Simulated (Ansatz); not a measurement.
How much do the gradients of GaSe depend on the method?

Cell: a COD entry, ions relaxed with PBE at fixed cell.

Space group P6_3/mmc (No. 194); a = 3.7500, c = 15.9200 Å, γ = 120.00°.

```csv
site,Wyckoff,site symmetry,x,y,z
Ga,4f,3m.,0.3333,0.6667,0.9277
Se,4f,3m.,0.3333,0.6667,0.1564
```

One atom of each set is listed.

First run. All values are calculated (Ansatz; DFT, PBE, plane waves and PAW, scalar-relativistic, 420 eV cutoff, Γ-centred 14×14×3 k-points, Fermi–Dirac smearing 0.05 eV), not measured.

```csv
site,V_zz (10²¹ V/m²),η
Ga,0.053,0.00
Se,16.64,0.00
```

Second run. The same atoms and settings, except that the functional is PBEsol.

**Question.** What does the second run give?

**Answer.** 

| site | V_zz | η | change of V_zz |
| --- | --- | --- | --- |
| Ga | 0.13 | 0.00 | +0.08 |
| Se | 16.39 | 0.00 | -0.25 |

The largest change of V_zz is on Se, from 16.64 to 16.39. In per cent, |V_zz| changes by -2 on Se (all sites that start above 2).

With no gap above 0.1 eV, as in a metal, the gradients converge slowly in k; expect changes of a tenth or more on a denser mesh.
